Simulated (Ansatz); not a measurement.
One crystal and one scan (generalised stacking-fault energy along a line) at two levels, PBE (plane waves to 420 eV, PAW, scalar-relativistic; Ansatz, a first-principles code) and r2SCAN (plane waves to 500 eV, PAW, scalar-relativistic; Ansatz), each from its own relaxed cell and on its own mesh. The cell shown is that of PBE.

Generalised stacking fault of NaBr (rock salt) on the {100} plane. The cell below holds the perfect crystal with the plane normal along z; tilting its third vector by the shift puts one fault into each cell, between planes 3.02 Å apart, at fixed cell height.

```
CELL_PARAMETERS angstrom
      4.26808     0.00000     0.00000
      0.00000     4.26808     0.00000
      2.13404     2.13404     9.05397
ATOMIC_POSITIONS crystal
  Br 0.00000 0.00000 0.83333
  Br 0.33333 0.33333 0.16667
  Br 0.66667 0.66667 0.50000
  Na 0.50000 0.50000 0.83333
  Na 0.83333 0.83333 0.16667
  Na 0.16667 0.16667 0.50000
```

In-plane vectors a = (4.268, 0.000) Å, b = (0.000, 4.268) Å, area 18.22 Å². The shift is s times the vector a (length 4.268 Å), so s = 1 restores the start. Atoms relax along the normal only. γ = [E(shift) − E(0)] / area.

Energies are extrapolated to zero smearing. NaBr was relaxed with its symmetry unable to fall. Faults lie only 8.9 Å apart, and holding the cell height raises γ above its relaxed value. Faults lie only 9.1 Å apart, and holding the cell height raises γ above its relaxed value. Percentages come from the unrounded values. Both scans cover s from 0.000 to 0.917.

Results of PBE:

```
Property                                                                               Value
------------------------------------------------------------------  ------------------------
Lattice constant a (Å)                                                                 6.036
Band gap of the relaxed cell, no spin-orbit coupling (eV)                               4.07
Highest computed γ on the line (mJ/m²)                                                   296
Steepest slope dγ/d(shift) before the first maximum (spline) (GPa)                       2.3
Position of the highest point                                                      s = 0.500
Local minima between the ends                                       no computed point is one
```

Question: Estimate the r2SCAN values.

Answer: 
| quantity | r2SCAN | PBE − r2SCAN |
|---|---|---|
| Lattice constant a (Å) | 5.948 | +0.088 (+1.5 %) |
| Band gap of the relaxed cell, no spin-orbit coupling (eV) | 4.98 | -0.91 (-18 %) |
| Highest computed γ on the line (mJ/m²) | 341 | -45 (-13 %) |
| Steepest slope dγ/d(shift) before the first maximum (spline) (GPa) | 2.6 | -0.3 (-14 %) |

PBE gives the higher value for: lattice constant a. PBE gives the lower value for: band gap of the relaxed cell, no spin-orbit coupling; highest computed γ on the line; steepest slope dγ/d(shift) before the first maximum. Both give the same position of the highest point: s = 0.500. Neither level is exact: the differences show how much the result hangs on the functional.

(The slope of γ gives the shear force per area between the displaced halves; near zero shift its curvature is an elastic stiffness.)
